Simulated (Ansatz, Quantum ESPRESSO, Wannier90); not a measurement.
# straight K chain, spacing 4.10 Å: Wannier functions and conductance, part 4 of 5

Aim: a Wannier model and the conductance steps that follow from it, for this wire: straight K chain, spacing 4.10 Å.

Quantum ESPRESSO 7.5 and Wannier90 3.1.0; plane-wave DFT, PBE, GBRV ultrasoft pseudopotentials; cross-check by Ansatz 0.2.0 with PAW datasets.

So far. Step 2 (SCF with pw.x): The run needed 13 iterations to bring the estimated error under 1e-07 Ry. Step 6 (Wannier functions and transport): Bands and channels are those of the Wannier model: bands that were not projected, and all outside the frozen window, are missing or only approximate.

## Step 9: Localisation, bands and conductance, with dis_win_max − E_F = 4.0

Level of this step: maximally localised Wannier functions and ballistic conductance; plane-wave DFT, PBE, GBRV ultrasoft pseudopotentials (Wannier90).

A sensitivity test on the input.

wan_w.win

```
num_wann = 1
num_bands = 11
num_iter = 200
num_print_cycles = 20
conv_tol = 1e-8
conv_window = 5
guiding_centres = true
dis_num_iter = 1500
dis_conv_tol = 1e-8
dis_win_min = -12.4585
dis_win_max = 2.5415
dis_froz_max = 0.0415
search_shells = 120
fermi_energy = -1.4585

transport = true
transport_mode = bulk
one_dim_axis = z
dist_cutoff = 16.3
dist_cutoff_mode = one_dim
tran_win_min = -4.0
tran_win_max = 2.0
tran_energy_step = 0.02

bands_plot = true
bands_num_points = 96
begin kpoint_path
G 0.0 0.0 0.0 Z 0.0 0.0 0.5
end kpoint_path

begin projections
K:s
end projections

begin unit_cell_cart
ang
  8.0000000000 0.0000000000 0.0000000000
  0.0000000000 8.0000000000 0.0000000000
  0.0000000000 0.0000000000 4.1000000000
end unit_cell_cart

begin atoms_frac
  K  0.0000000000 0.0000000000 0.0000000000
end atoms_frac

mp_grid = 1 1 8
begin kpoints
  0.0 0.0 0.0000000000
  0.0 0.0 0.1250000000
  0.0 0.0 0.2500000000
  0.0 0.0 0.3750000000
  0.0 0.0 0.5000000000
  0.0 0.0 0.6250000000
  0.0 0.0 0.7500000000
  0.0 0.0 0.8750000000
end kpoints
```

On the command line:

```
OMP_NUM_THREADS=1 wannier90.x wan_w > wan_w.run.log
```

What it wrote:

```text
[banner, memory and clock lines left out]
+---------------------------------------------------+
             |                                                   |
             |                   WANNIER90                       |
             |                                                   |
             +---------------------------------------------------+
             |                                                   |
             |        Welcome to the Maximally-Localized         |
             |        Generalized Wannier Functions code         |
             |                             |
             |                                                   |
             |                                                   |
             |  Wannier90 Developer Group:                       |
             |    Giovanni Pizzi    (EPFL)                       |
             |    Valerio Vitale    (Cambridge)                  |
             |    David Vanderbilt  (Rutgers University)         |
             |    Nicola Marzari    (EPFL)                       |
             |    Ivo Souza         (Universidad del Pais Vasco) |
             |    Arash A. Mostofi  (Imperial College London)    |
             |    Jonathan R. Yates (University of Oxford)       |
             |                                                   |
             |  For the full list of Wannier90 3.x authors,      |
             |  please check the code documentation and the      |
             |  README on the GitHub page of the code            |
             |                                                   |
             |                                                   |
             |                                                   |
             |  [ref] "Wannier90 as a community code:            |
             |        new features and applications",            |
             |        165902 (2020).                             |
             |            |
             |                                                   |
             |  in any publications arising from the use of      |
             |                                                   |
             |  [ref] "Maximally Localized Generalised Wannier   |
             |         Functions for Composite Energy Bands"     |
             |         N. Marzari and D. Vanderbilt              |
             |         Phys. Rev. B 56 12847 (1997)              |
             |                                                   |
             |  [ref] "Maximally Localized Wannier Functions     |
             |         for Entangled Energy Bands"               |
             |         I. Souza, N. Marzari and D. Vanderbilt    |
             |         Phys. Rev. B 65 035109 (2001)             |
             |                                                   |
             |                                                   |
             | Copyright (c) 1996-2020                           |
             |        The Wannier90 Developer Group and          |
             |        individual contributors                    |
             |                                                   |
             |      Release: 3.1.0        5th March    2020      |
             |                                                   |
             | This program is free software; you can            |
             | redistribute it and/or modify it under the terms  |
             | of the GNU General Public License as published by |
             | the Free Software Foundation; either version 2 of |
             | the License, or (at your option) any later version|
             |                                                   |
             | This program is distributed in the hope that it   |
             | will be useful, but WITHOUT ANY WARRANTY; without |
             | even the implied warranty of MERCHANTABILITY or   |
             | FITNESS FOR A PARTICULAR PURPOSE. See the GNU     |
             | General Public License for more details.          |
             |                                                   |
             | You should have received a copy of the GNU General|
             | Public License along with this program; if not,   |
             | write to the Free Software Foundation, Inc.,      |
             | 675 Mass Ave, Cambridge, MA 02139, USA.           |
             |                                                   |
             +---------------------------------------------------+
[date or host left out]
             +---------------------------------------------------+

 ******************************************************************************
 * -> Using CODATA 2006 constant values                                       *
 *    (                      *
 * -> Using Bohr value from CODATA                                            *
 ******************************************************************************

 Running in serial (with parallel executable)

                                    ------
                                    SYSTEM
                                    ------

                              Lattice Vectors (Ang)
                    a_1     8.000000   0.000000   0.000000
                    a_2     0.000000   8.000000   0.000000
                    a_3     0.000000   0.000000   4.100000

                   Unit Cell Volume:     262.40000  (Ang^3)

                        Reciprocal-Space Vectors (Ang^-1)
                    b_1     0.785398   0.000000   0.000000
                    b_2     0.000000   0.785398   0.000000
                    b_3     0.000000   0.000000   1.532484

 *----------------------------------------------------------------------------*
 |   Site       Fractional Coordinate          Cartesian Coordinate (Ang)     |
 +----------------------------------------------------------------------------+
 | K    1   0.00000   0.00000   0.00000   |    0.00000   0.00000   0.00000    |
 *----------------------------------------------------------------------------*
                                ------------
                                K-POINT GRID
                                ------------

             Grid size =  1 x  1 x  8      Total points =    8

 *---------------------------------- MAIN ------------------------------------*
 |  Number of Wannier Functions               :                 1             |
 |  Number of Objective Wannier Functions     :                 1             |
 |  Number of input Bloch states              :                11             |
 |  Output verbosity (1=low, 5=high)          :                 1             |
[...]
Reading overlaps from wan_w.mmn    :  Created on   at 18:49:48

 Reading projections from wan_w.amn :  Created on   at 18:49:48

 Time to read overlaps          0.005 (sec)

 *------------------------------- DISENTANGLE --------------------------------*
 +----------------------------------------------------------------------------+
 |                              Energy  Windows                               |
 |                              ---------------                               |
 |                   Outer:  -12.45850  to    2.54150  (eV)                   |
 |                   Inner:  -12.45850  to    0.04150  (eV)                   |
 +----------------------------------------------------------------------------+
   Number of target bands to extract:    1

                   Unitarised projection of Wannier functions
   A_mn = <psi_m|g_n> --> S = A.A^+ --> U = S^-1/2.A
   In dis_project... done
   Using an inner window (linner = T)
   In dis_proj_froz... done

                   Extraction of optimally-connected subspace
 +---------------------------------------------------------------------+<-- DIS
 |  Iter     Omega_I(i-1)      Omega_I(i)      Delta (frac.)    Time   |<-- DIS
 +---------------------------------------------------------------------+<-- DIS
       1       6.28891978       5.62548273       1.179E-01      0.00    <-- DIS
       2       5.66744262       5.62548273       7.459E-03      0.00    <-- DIS
       3       5.64646268       5.62548273       3.729E-03      0.00    <-- DIS
       4       5.63597270       5.62548273       1.865E-03      0.00    <-- DIS
       5       5.63072772       5.62548273       9.324E-04      0.00    <-- DIS
       6       5.62810522       5.62548273       4.662E-04      0.00    <-- DIS
       7       5.62679397       5.62548273       2.331E-04      0.00    <-- DIS
       8       5.62613835       5.62548273       1.165E-04      0.00    <-- DIS
       9       5.62581054       5.62548273       5.827E-05      0.00    <-- DIS
      10       5.62564663       5.62548273       2.914E-05      0.00    <-- DIS
      11       5.62556468       5.62548273       1.457E-05      0.00    <-- DIS
      12       5.62552370       5.62548273       7.284E-06      0.00    <-- DIS
      13       5.62550322       5.62548273       3.642E-06      0.00    <-- DIS
      14       5.62549297       5.62548273       1.821E-06      0.00    <-- DIS
      15       5.62548785       5.62548273       9.105E-07      0.00    <-- DIS
      16       5.62548529       5.62548273       4.553E-07      0.00    <-- DIS
      17       5.62548401       5.62548273       2.276E-07      0.00    <-- DIS
      18       5.62548337       5.62548273       1.138E-07      0.00    <-- DIS
      19       5.62548305       5.62548273       5.691E-08      0.00    <-- DIS
      20       5.62548289       5.62548273       2.845E-08      0.00    <-- DIS
      21       5.62548281       5.62548273       1.423E-08      0.00    <-- DIS
      22       5.62548277       5.62548273       7.113E-09      0.00    <-- DIS
      23       5.62548275       5.62548273       3.557E-09      0.00    <-- DIS
      24       5.62548274       5.62548273       1.778E-09      0.00    <-- DIS

             <<<      Delta < 1.000E-08  over  3 iterations     >>>
             <<< Disentanglement convergence criteria satisfied >>>

        Final Omega_I     5.62548273 (Ang^2)

 +----------------------------------------------------------------------------+

 Time to disentangle bands      0.001 (sec)

 Writing checkpoint file wan_w.chk... done

 *------------------------------- WANNIERISE ---------------------------------*
 +--------------------------------------------------------------------+<-- CONV
 | Iter  Delta Spread     RMS Gradient      Spread (Ang^2)      Time  |<-- CONV
 +--------------------------------------------------------------------+<-- CONV

 Initial State
  WF centre and spread    1  ( -0.000000, -0.000000, -2.050000 )    18.93253933
  Sum of centres and spreads ( -0.000000, -0.000000, -2.050000 )    18.93253933

      0     0.189E+02     0.0000000000       18.9325393317       0.00  <-- CONV
        O_D=     13.3070566 O_OD=      0.0000000 O_TOT=     18.9325393 <-- SPRD
 Cycle:      1
  WF centre and spread    1  ( -0.000000, -0.000000, -2.050000 )    10.12956478
  Sum of centres and spreads ( -0.000000, -0.000000, -2.050000 )    10.12956478

      1    -0.880E+01    16.0512726069       10.1295647784       0.00  <-- CONV
        O_D=      4.5040821 O_OD=      0.0000000 O_TOT=     10.1295648 <-- SPRD
 Delta: O_D= -0.8802975E+01 O_OD=  0.0000000E+00 O_TOT= -0.8802975E+01 <-- DLTA

             <<<     Delta < 1.000E-08  over  5 iterations     >>>
             <<< Wannierisation convergence criteria satisfied >>>

 Final State
  WF centre and spread    1  ( -0.000000, -0.000000, -2.050000 )     5.62548273
  Sum of centres and spreads ( -0.000000, -0.000000, -2.050000 )     5.62548273

         Spreads (Ang^2)       Omega I      =     5.625482728
        ================       Omega D      =     0.000000000
                               Omega OD     =     0.000000000
    Final Spread (Ang^2)       Omega Total  =     5.625482728
 Time for wannierise            0.000 (sec)

 Writing checkpoint file wan_w.chk... done

 *---------------------------------------------------------------------------*
 |                               PLOTTING                                    |
 *---------------------------------------------------------------------------*

 Translated centres
    translation centre in fractional coordinate:  0.000000  0.000000  0.000000
  WF centre     1  ( -0.000000, -0.000000, -2.050000 )

 Calculating interpolated band-structure

 Time to calculate interpolated band structure       0.001 (sec)

 Time for plotting              0.003 (sec)

 *---------------------------------------------------------------------------*
 |                              TRANSPORT                                    |
 *---------------------------------------------------------------------------*

 Calculation of Quantum Conductance and DoS: bulk mode

 Maximum imaginary part of the real-space Hamiltonian:     0.000000

     Maximum real part of the real-space Hamiltonian at each lattice point
            Lattice point R           Max |H_ij(R)|
                  -5                     0.000000
                  -4                     0.000000
                  -3                     0.062943
                  -2                     0.118844
                  -1                     0.499871
                   0                     1.281524
                   1                     0.499871
                   2                     0.118844
                   3                     0.062943
                   4                     0.000000
                   5                     0.000000

 Number of unit cells inside the principal layer:     3
 Number of Wannier Functions inside the principal layer:     3

 Calculating quantum conductance and density of states... done

 Time for transport             0.006 (sec)
 Total Execution Time           0.029 (sec)

 *===========================================================================*
 |                             TIMING INFORMATION                            |
 *===========================================================================*
 |    Tag                                                Ncalls      Time (s)|
 |---------------------------------------------------------------------------|
 |kmesh: get                                        :         1         0.010|
 |overlap: allocate                                 :         1         0.000|
 |overlap: read                                     :         1         0.005|
 |dis: main                                         :         1         0.001|
 |wann: main                                        :         1         0.000|
 |plot: main                                        :         1         0.003|
 |tran: main                                        :         1         0.006|
 *---------------------------------------------------------------------------*

 All done: wannier90 exiting
[key lines of the parts left out:]
|  Fermi energy (eV)                         :            -1.458             |
```

The job ended after 0.47 s (1 MPI rank of Arm Neoverse V1, shared host; peak memory 0.09 GiB).

The total spread is 5.63 against 5.63 Å². Between −2 and 1.5 eV the channel count differs from the first run's at 0 % of the energies, and at the Fermi level it is 1 against 1.

(Continued in part 5 of 5.)

[Logs are printed without paths, hosts, clocks, repeated set-up lines and the standing remarks that a program may print on its own settings, such as how far it seeks lower states.]

[Hosts, paths, dates, database ids (printed as entryN), source tags and the programs' standing remarks are cut or masked in the printed files.]

[Maps of the electrostatic potential energy from Ansatz leave out the sawtooth potential of an applied field or a dipole correction, so their vacuum need not be flat; planar profiles and work functions include it.]
